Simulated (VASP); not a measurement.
# Te2Pt: band structure with rev-vdW-DF2

Te2Pt:

```xyz
3
Lattice="4.0721 0.0000 0.0000 -2.0360 3.5265 0.0000 0.0000 0.0000 5.2306" Properties=species:S:1:pos:R:3 pbc="T T T"
Te    0.0000    2.3510    1.3703
Te    2.0360    1.1755    3.8602
Pt    0.0000    0.0000    0.0000
```

```
Program                : VASP 6.6.1
Task                   : band structure
Functional             : rev-vdW-DF2
Potentials or basis    : VASP PAW PBE potentials, release 64 (Te, Pt)
Cutoff                 : 520 eV
k mesh                 : 12 × 12 × 7
Occupations            : methfessel-paxton, width 0.1 eV
Spin                   : no spin polarisation
Further INCAR settings : ALGO = Normal; EDIFF = 1e-07; NBANDS = 18
```

```
Pressure                : 0.0 GPa
Band gap along the path : none (metal or under the smearing width)
```

Levels at the corners of the path, in eV from the Fermi level:
| point | band 8 | band 9 | band 10 | band 11 | band 12 | band 13 | band 14 | band 15 |
| --- | --- | --- | --- | --- | --- | --- | --- | --- |
| Γ | -2.58 | -0.44 | -0.44 | 0.91 | 0.91 | 1.48 | 2.77 | 4.00 |
| M | -3.29 | -3.26 | -3.24 | -2.80 | 0.12 | 2.48 | 3.87 | 5.36 |
| M | -3.29 | -3.26 | -3.24 | -2.80 | 0.12 | 2.48 | 3.87 | 5.36 |
| K | -3.45 | -1.91 | -1.72 | -1.72 | -0.20 | -0.20 | 2.58 | 6.51 |
| K | -3.45 | -1.91 | -1.72 | -1.72 | -0.20 | -0.20 | 2.58 | 6.51 |
| Γ | -2.58 | -0.44 | -0.44 | 0.91 | 0.91 | 1.48 | 2.77 | 4.00 |
| Γ | -2.58 | -0.44 | -0.44 | 0.91 | 0.91 | 1.48 | 2.77 | 4.00 |
| A | -2.25 | -1.43 | -1.17 | -1.17 | 2.15 | 2.15 | 4.21 | 5.08 |
| A | -2.25 | -1.43 | -1.17 | -1.17 | 2.15 | 2.15 | 4.21 | 5.08 |
| L | -3.25 | -3.10 | -2.21 | -0.68 | 0.37 | 1.29 | 4.20 | 4.39 |
| L | -3.25 | -3.10 | -2.21 | -0.68 | 0.37 | 1.29 | 4.20 | 4.39 |
| H | -3.87 | -3.32 | -2.57 | -2.57 | 2.44 | 2.44 | 5.66 | 6.67 |
| H | -3.87 | -3.32 | -2.57 | -2.57 | 2.44 | 2.44 | 5.66 | 6.67 |
| A | -2.25 | -1.43 | -1.17 | -1.17 | 2.15 | 2.15 | 4.21 | 5.08 |
| L | -3.25 | -3.10 | -2.21 | -0.68 | 0.37 | 1.29 | 4.20 | 4.39 |
| M | -3.29 | -3.26 | -3.24 | -2.80 | 0.12 | 2.48 | 3.87 | 5.36 |
| K | -3.45 | -1.91 | -1.72 | -1.72 | -0.20 | -0.20 | 2.58 | 6.51 |
| H | -3.87 | -3.32 | -2.57 | -2.57 | 2.44 | 2.44 | 5.66 | 6.67 |

Core levels (eV, on the scale of the bands):
```tsv
atom	levels
1 Te	1s -31608.3, 2s -4835.8, 2p -4339.2, 3s -952.0, 3p -790.7, 3d -546.9, 4s -151.5, 4p -101.6, 4d -28.9
2 Te	1s -31608.3, 2s -4835.8, 2p -4339.2, 3s -952.0, 3p -790.7, 3d -546.9, 4s -151.5, 4p -101.6, 4d -28.9
3 Pt	1s -78390.4, 2s -13760.0, 2p -11920.3, 3s -3223.9, 3p -2688.4, 3d -2108.8, 4s -684.2, 4p -508.7, 4d -295.7, 4f -59.1, 5s -90.6, 5p -44.8
```

Run time: 3.1 min on 1 thread of Intel(R) Xeon(R) Platinum 8375C CPU @ 2.90GHz (Ice Lake), on a shared host, peak memory 0.51 GiB.

Caveat: the PAW data sets were made with another functional, which shifts forces and pressure a little; spin-orbit coupling is left out, which moves the levels of the heavy elements.
